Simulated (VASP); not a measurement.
# Settings for LiF: nudged elastic band

LiF, P6_3mc (no. 186), 4 atoms in the cell. PBE, nudged elastic band; PAW potentials F, Li_sv (PBE set). VASP 6.6.1.

Wanted: barrier within 0.02 eV.

Path: polar cell switched through its nonpolar parent at fixed lattice.

The series start from Moving images: 3; Force threshold EDIFFG (eV/Å): -0.05; Optimiser of the band: quasi-Newton, POTIM 0.3; Spring constant SPRING: -5; First guess of the path: IDPP. Each series keeps the choices made before it, and each single choice may use up half of a tolerance. Times cover all steps of a run.

## Moving images

| Moving images | Barrier (eV) | Time (s) |
|---|---|---|
| 1 | 0.236 | 200 |
| 3 | 0.237 | 199 |
| 5 | 0.240 | 214 |
| 7 (reference) | 0.241 | 246 |

Chosen: 1, the loosest value from which every tighter one stays within half of the tolerance.

## Force threshold EDIFFG (eV/Å)

| Force threshold EDIFFG (eV/Å) | Barrier (eV) | Time (s) |
|---|---|---|
| -0.3 | 0.253 | 83 |
| -0.1 | 0.246 | 164 |
| -0.05 | 0.236 | 200 |
| -0.02 (reference) | 0.235 | 205 |

Chosen: -0.05.

## Optimiser of the band

| Optimiser of the band | Barrier (eV) | Time (s) |
|---|---|---|
| quasi-Newton, POTIM 0.3 | 0.236 | 200 |
| quasi-Newton, POTIM 0.5 | 0.235 | 130 |
| quasi-Newton, POTIM 0.3, 2 steps kept | 0.240 | 118 |
| velocity quench, POTIM 0.1 | 0.240 | 144 |
| damped dynamics, POTIM 0.2, SMASS 0.8 | 0.241 | 319 |
| damped dynamics, POTIM 0.1, SMASS 2 (steepest descent) | no result | 1070 |

Chosen: quasi-Newton, POTIM 0.3, 2 steps kept, the fastest of those that stay within half of the tolerance.

## Spring constant SPRING

| Spring constant SPRING | Barrier (eV) | Time (s) |
|---|---|---|
| -5 | 0.240 | 118 |
| -1 | 0.240 | 112 |
| -15 | 0.240 | 99 |
| 0 | 0.240 | 109 |

Chosen: -5; no other choice that stays within half of the tolerance saves 30 % of the time.

## First guess of the path

| First guess of the path | Barrier (eV) | Time (s) |
|---|---|---|
| IDPP | 0.240 | 118 |
| linear | 0.235 | 21 |

Chosen: linear.

## All choices together

| Input | Barrier (eV) | Time (s) |
|---|---|---|
| conjugate gradient (naive) | 0.240 | 419 |
| chosen settings | 0.235 | 21 |
| reference settings throughout | 0.235 | 346 |

The tolerance is met.

## The input

INCAR.step1:
```
SYSTEM = LiF
PREC = Normal
ENCUT = 600
EDIFF = 1E-6
ISMEAR = 0
SIGMA = 0.05
LREAL = .False.
LASPH = .True.
NELM = 100
ALGO = Normal
LWAVE = .False.
LCHARG = .False.
IBRION = 2
NSW = 100
ISIF = 2
EDIFFG = -0.02
POTIM = 0.5
KPAR = 3
```

INCAR.step3:
```
SYSTEM = LiF
PREC = Normal
ENCUT = 600
EDIFF = 1E-6
ISMEAR = 0
SIGMA = 0.05
LREAL = .False.
LASPH = .True.
NELM = 100
ALGO = Normal
LWAVE = .False.
LCHARG = .False.
IBRION = 1
POTIM = 0.3
NSW = 100
EDIFFG = -0.05
SPRING = -5
IMAGES = 1
NFREE = 2
```

KPOINTS:
```
k-points
0
Gamma
  7 7 4
```

00/POSCAR:
```
LiF
1.0
    3.0609398175      0.0000000000      0.0000000000
   -1.5304699087      2.6508516414      0.0000000000
    0.0000000000      0.0000000000      4.8073245700
F Li
2 2
Direct
    0.6666666667      0.3333333333      0.4938437400
    0.3333333333      0.6666666667      0.9938437400
    0.6666666667      0.3333333333      0.8811542600
    0.3333333333      0.6666666667      0.3811542600
```

01/POSCAR:
```
LiF
1.0
    3.0609398175      0.0000000000      0.0000000000
   -1.5304699087      2.6508516414      0.0000000000
    0.0000000000      0.0000000000      4.8073245700
F Li
2 2
Direct
    0.6666666667      0.3333333333      0.4374990000
    0.3333333333      0.6666666667      0.9374990000
    0.6666666667      0.3333333333      0.9374990000
    0.3333333333      0.6666666667      0.4374990000
```

02/POSCAR:
```
LiF
1.0
    3.0609398175      0.0000000000      0.0000000000
   -1.5304699087      2.6508516414      0.0000000000
    0.0000000000      0.0000000000      4.8073245700
F Li
2 2
Direct
    0.6666666667      0.3333333333      0.3811542600
    0.3333333333      0.6666666667      0.8811542600
    0.6666666667      0.3333333333      0.9938437400
    0.3333333333      0.6666666667      0.4938437400
```

POSCAR.step1:
```
LiF
1.0
    3.0609398175      0.0000000000      0.0000000000
   -1.5304699087      2.6508516414      0.0000000000
    0.0000000000      0.0000000000      4.8073245700
F Li
2 2
Direct
    0.6666666667      0.3333333333      0.4938437400
    0.3333333333      0.6666666667      0.9938437400
    0.6666666667      0.3333333333      0.8811542600
    0.3333333333      0.6666666667      0.3811542600
```

POSCAR.step2:
```
LiF
1.0
    3.0609398175      0.0000000000      0.0000000000
   -1.5304699087      2.6508516414      0.0000000000
    0.0000000000      0.0000000000      4.8073245700
F Li
2 2
Direct
    0.6666666665      0.3333333331      0.4938437400
    0.3333333331      0.6666666665      0.9938437400
    0.6666666665      0.3333333331      1.1065332200
    0.3333333331      0.6666666665      0.6065332200
```

Commands (each step's output is kept before the next begins):
```
cat potpaw_PBE.64/F/POTCAR potpaw_PBE.64/Li_sv/POTCAR > POTCAR
cp INCAR.step1 INCAR
cp POSCAR.step1 POSCAR
mpirun -np 3 vasp_std > vasp.out
cp POSCAR.step2 POSCAR
mpirun -np 3 vasp_std > vasp.out
# 00 and 02 hold the relaxed ends; the images between are interpolated (linear)
cp INCAR.step3 INCAR
mpirun -np 1 vasp_std > vasp.out
```

The naive input happens to agree within the tolerance here, in 419 s.

Limits: a single image in the middle can't show two humps with a dip between them, and says nothing of the springs; the first guess already met the force threshold, so the band hardly moved.

The chosen input took VASP 6.6.1 21 s on 3 cores (Intel Xeon Platinum 8259CL @ 2.50GHz (Skylake/Cascade Lake)), a shared host.

## An input that fails: springs far too stiff

VASP's message: EDDAV: Call to ZHEGV failed. Returncode = 10 2 16.

Changes against the starting input:
```
(step 3)
- NSW = 100
- SPRING = -5
+ NSW = 40
+ SPRING = -200
```
